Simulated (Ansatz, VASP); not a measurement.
CaO in VASP and in Ansatz

File INCAR:

```
SYSTEM = CaO
  PREC = Accurate
  ENCUT = 520
  EDIFF = 1E-7
  ISMEAR = 0
  SIGMA = 0.05
  LREAL = .FALSE.
  LASPH = .TRUE.
  NELM = 60
  ALGO = Normal
  ISIF = 2
  LWAVE = .FALSE.
  LCHARG = .FALSE.
  GGA = PE
  NBANDS = 15
```

KPOINTS

```
Automatic mesh
0
G
  12 12 12
  0 0 0
```

POSCAR

```
CaO
1.0
    0.0000000000      2.4154225699      2.4154225699
    2.4154225699      0.0000000000      2.4154225699
    2.4154225699      2.4154225699      0.0000000000
Ca O
1 1
Direct
    0.5103501558      0.4896498442      0.5103501558
    0.0000000000      0.0000000000      0.0000000000
```

Input for Ansatz:

```yaml
crystal:
  lattice:
    - [0.0, 2.4154225699, 2.4154225699]
    - [2.4154225699, 0.0, 2.4154225699]
    - [2.4154225699, 2.4154225699, 0.0]
  atoms:
    - { symbol: Ca, position: [0.5103501558, 0.4896498442, 0.5103501558] }
    - { symbol: O, position: [0.0, 0.0, 0.0] }
basis:
  ecutwfc: 420
  ecutrho_ratio: 4
kpoints:
  mp_grid: { grid: [12, 12, 12] }
hamiltonian:
  xc: pbe
scf:
  occupations: { method: gaussian, width: 0.05 }
output:
  forces: true
  stress: true
  eigenvalues: true
  write_density: true
  write_potential: true
  elf: true
  volumetric_format: npy
```

Alike in both runs: task single point; functional PBE; k mesh 12 × 12 × 12; occupations gaussian, width 0.05 eV; no spin polarisation.

|  | VASP | Ansatz |
| --- | --- | --- |
| version | VASP 6.6.1 | Ansatz 0.2.0 |
| potentials or method | VASP PAW PBE potentials, release 64 (Ca_sv, O) | scalar-relativistic, plane waves, PAW |
| plane-wave cutoff (eV) | 520 | 420 |
| valence electrons in the cell | 16 | 16 |

Ansatz gave:

```
gap on the k mesh at the Fermi level (eV)       : 3.67
least direct gap on the mesh (eV)               : 4.04
pressure (GPa)                                  : 0.1
largest component of the traceless stress (GPa) : 0.23
rms of the force components (eV/Å)              : 0.081
```

Problem. What did VASP give for the same quantities?

Solution. gap on the k mesh at the Fermi level (eV): 3.65; least direct gap on the mesh (eV): 4.02; pressure (GPa): 0.6; largest component of the traceless stress (GPa): 0.24; rms of the force components (eV/Å): 0.085.

Atom by atom the forces differ by 0.004 eV/Å (rms over components).

A k mesh can miss the band edges.
